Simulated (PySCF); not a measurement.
## How well do the runs reproduce experiment for C4H2O3?

**What was measured.**

From NIST CCCBDB Release 22 (SRD 101), experimental dipoles, for the gas: dipole moment (microwave Stark effect, vibrational ground state) 4.141 ± 0.022 D.

The results are set against them at the end.

C4H2O3.
Numbering: `[O:1]=[C:2]1[CH:3]=[CH:4][C:5](=[O:6])[O:7]1` (hydrogens: H8 on C3; H9 on C4)

Cartesian coordinates in Å at the GFN2-xTB level; atoms count from 1:
```
atom  x, y, z in Å
O1    -2.210   -1.088   -0.216
C2    -1.112   -0.638   -0.280
C3    -0.675    0.769   -0.515
C4     0.654    0.792   -0.506
C5     1.135   -0.599   -0.262
O6     2.247   -1.011   -0.178
O7     0.024   -1.395   -0.139
H8    -1.381    1.564   -0.658
H9     1.333    1.611   -0.639
```

Runs made with PySCF (gas phase, on this GFN2-xTB geometry; no spin–orbit coupling):

| level | job | basis functions | wall time |
| --- | --- | --- | --- |
| PBE0/pcSseg-1 | shieldings, ring-centre shieldings, charges and field gradients | 129 | 19 s |
| B3LYP/pcJ-1 | spin–spin couplings from 9 perturbed nuclei | 209 | 54 s |

Hardware: an x86-64 server with one thread, shared host.

## Comparison

**Dipole moment.** Measured: 4.141 D (NIST CCCBDB Release 22 (SRD 101), experimental dipoles).

| level | computed (D) | computed − measured (D) | % (from the printed values) |
| --- | --- | --- | --- |
| PBE0/pcSseg-1 | 4.120 | -0.021 | -1 |
| B3LYP/pcJ-1 | 4.144 | +0.003 | 0 |

Closest is B3LYP/pcJ-1 (+0.003 D), furthest PBE0/pcSseg-1 (-0.021 D); one molecule doesn't rank methods. The computed dipoles belong to one fixed geometry; measured ones are averaged over vibrations unless marked μe. Magnitudes are compared, not signs.

No measured geometry was used, and the causes of the misses weren't examined.
